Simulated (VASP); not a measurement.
Here is a VASP 6.6.1 calculation.

Contents of INCAR:

```
SYSTEM = MgS
PREC = Accurate
ENCUT = 900
EDIFF = 1E-7
ISMEAR = -1
SIGMA = 0.05
LREAL = .False.
LASPH = .True.
NELM = 80
ALGO = Fast
ISIF = 3
LWAVE = .False.
LCHARG = .False.
GGA = PE
IBRION = 2
NSW = 40
EDIFFG = -0.01
```

KPOINTS

```
regular mesh
0
Gamma
  9 9 9
  0 0 0
```

File POSCAR:

```
MgS
1.0
    0.0000000000      2.6016500000      2.6016500000
    2.6016500000      0.0000000000      2.6016500000
    2.6016500000      2.6016500000      0.0000000000
S Mg
1 1
Direct
    0.5000000000      0.5000000000      0.5000000000
    0.0000000000      0.0000000000      0.0000000000
```

Potentials or basis: VASP PAW PBE potentials, release 54 (S, Mg).

Launch:

```console
$ cat potpaw_PBE.54/S/POTCAR potpaw_PBE.54/Mg/POTCAR > POTCAR
$ mpirun -np 1 vasp_std > vasp.out
```

(1) Estimate the space group after relaxing (to 0.05 Å).

(2) What does it give for the relaxed volume?

Answers

(1) Fm-3m (No. 225).

(2) 17.81 Å³/atom.
